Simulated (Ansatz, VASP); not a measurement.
**One calculation of Sb, two programs**

```
Sb
1.0
     3.16000    0.00000    0.00000
     0.00000    3.16000    0.00000
     0.00000    0.00000    3.16000
Sb
1
Cartesian
  0.0000 0.0000 0.0000
```

Alike in both runs: task single point; functional PBEsol; k mesh 6 × 6 × 6; occupations fermi-dirac, width 0.05 eV; no spin polarisation.

```csv
,VASP,Ansatz
version,VASP 6.6.1,Ansatz 0.2.0
potentials or method,"VASP PAW PBE potentials, release 64 (Sb), cutoff 520 eV",all-electron PAW datasets made for the crystal
```

Ansatz gave:

- gap on the k mesh at the Fermi level (eV): none
- pressure (GPa): -3.9

Question: Which values does VASP return?

Answer: gap on the k mesh at the Fermi level (eV): none; pressure (GPa): -3.8.

A gap of «none» marks a metal or a gap that the smearing closes. Ansatz ran all-electron here, so the differences hold the error of VASP's frozen core and of both bases.

Caveats: the PAW data sets were made with another functional, which shifts forces and pressure a little (VASP); the k mesh is thin for a metal, which can move the energy by tens of meV per atom (Ansatz). Spin-orbit coupling is left out, which matters for the levels of Sb.
